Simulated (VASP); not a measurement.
Input of a VASP 6.6.1 run:

POSCAR

```
TiC
1.0
    3.0420900000      0.0000000000      0.0000000000
   -1.5210400000      2.6345200000      0.0000000000
    0.0000000000      0.0000000000      2.6979700000
Ti C
1 1
Direct
    0.0000000000      0.0000000000      0.5000000000
    0.3333300000      0.6666700000      0.0000000000
```

Contents of INCAR.step1:

```
PREC = Accurate
ENCUT = 520
EDIFF = 1E-5
ISMEAR = -1
SIGMA = 0.05
LREAL = False
LASPH = True
NELM = 100
ALGO = Normal
ISIF = 2
LWAVE = True
LCHARG = False
LMAXMIX = 4
GGA = PE
```

Contents of INCAR.step2:

```
PREC = Accurate
ENCUT = 520
EDIFF = 1E-7
ISMEAR = -1
SIGMA = 0.05
LREAL = False
LASPH = True
NELM = 100
ALGO = Normal
ISIF = 2
LWAVE = False
LCHARG = False
LMAXMIX = 4
GGA = PE
LHFCALC = True
HFSCREEN = 0.3
PRECFOCK = Fast
ISTART = 1
```

The input KPOINTS:

```
Automatic mesh
0
Gamma
  5 5 5
```

The input KPOINTS_OPT:

```
path GMKGALHA,LM,KH
10
line-mode
reciprocal
 0.0000000000  0.0000000000  0.0000000000  G
 0.5000000000  0.0000000000  0.0000000000  M

 0.5000000000  0.0000000000  0.0000000000  M
 0.3333333333  0.3333333333  0.0000000000  K

 0.3333333333  0.3333333333  0.0000000000  K
 0.0000000000  0.0000000000  0.0000000000  G

 0.0000000000  0.0000000000  0.0000000000  G
 0.0000000000  0.0000000000  0.5000000000  A

 0.0000000000  0.0000000000  0.5000000000  A
 0.5000000000  0.0000000000  0.5000000000  L

 0.5000000000  0.0000000000  0.5000000000  L
 0.3333333333  0.3333333333  0.5000000000  H

 0.3333333333  0.3333333333  0.5000000000  H
 0.0000000000  0.0000000000  0.5000000000  A

 0.5000000000  0.0000000000  0.5000000000  L
 0.5000000000  0.0000000000  0.0000000000  M

 0.3333333333  0.3333333333  0.0000000000  K
 0.3333333333  0.3333333333  0.5000000000  H
```

Potentials or basis: VASP PAW PBE potentials, release 64 (Ti_sv, C).

The run is started by

```sh
$ cat potpaw_PBE.64/Ti_sv/POTCAR potpaw_PBE.64/C/POTCAR > POTCAR
$ cp INCAR.step1 INCAR
$ mpirun -np 1 vasp_std > vasp.out
$ cp INCAR.step2 INCAR
$ mpirun -np 1 vasp_std > vasp.out
```

**Question.** Predict the band gap along the path.

**Answer.** None (metal or under the smearing width).

**Question.** Predict the pressure.

**Answer.** -4.4 GPa.

Stress tensor (GPa, compression positive):
```
-1.64  0.00  0.00
 0.00 -1.64  0.00
 0.00  0.00 -9.88
```

Caveat: the k mesh is coarse (spacing up to 0.48 Å⁻¹), so the values aren't converged, least of all with exact exchange; the PAW data sets were made with another functional, which shifts forces and pressure a little.
